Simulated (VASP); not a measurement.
# GaSb: single point with r2SCAN

**Experimental background.**

A printed reference work, data compilation reports, for a bulk crystal of GaSb at 4.2 K: band gap 0.811 eV (direct).

GaSb:

```
CELL_PARAMETERS angstrom
0.00000 3.06676 3.06676
3.06676 0.00000 3.06676
3.06676 3.06676 0.00000
ATOMIC_POSITIONS crystal
Ga 0.00000 0.00000 0.00000
Sb 0.25000 0.25000 0.25000
```

| Property | Result |
| --- | --- |
| Program | VASP 6.6.1 |
| Task | single point |
| Functional | r2SCAN |
| Potentials or basis | VASP PAW PBE potentials, release 64 (Ga_d, Sb) |
| Cutoff | 520 eV |
| k mesh | 10 × 10 × 10 |
| Occupations | fermi-dirac, width 0.1 eV |
| Spin | no spin polarisation |

| Quantity | Value |
| --- | --- |
| Pressure | 0.1 GPa |
| Band gap on the k mesh | 0.39 eV |

Levels at points of the mesh, in eV from the valence-band top:
```
           k point  band 7  band 8  band 9  band 10  band 11  band 12
(0.00, 0.00, 0.00)    0.00    0.00    0.00     0.39     2.98     2.98
(0.50, 0.00, 0.00)   -6.54   -1.20   -1.20     0.67     4.01     4.01
(0.50, 0.50, 0.00)   -7.01   -2.67   -2.67     1.13     1.49     9.21
```

Wall time 67 s on 1 thread of AMD EPYC 9R45 96-Core Processor (Zen 5), with other jobs on the host, peak memory 0.19 GiB.

Measured gap of GaSb: 0.811 eV (direct; 4.2 K; a printed reference work, data compilation). This calculation gives 0.39 eV (-0.42 eV). Spin-orbit coupling on Ga, Sb is left out. The value is that of r2SCAN on a finite k mesh, which can miss the band edges, without temperature or zero-point motion.

Caveat: semilocal functionals underestimate gaps, and a narrow one can read as zero; the PAW data sets were made with another functional, which shifts forces and pressure a little; spin-orbit coupling is left out, which moves the levels of the heavy elements.
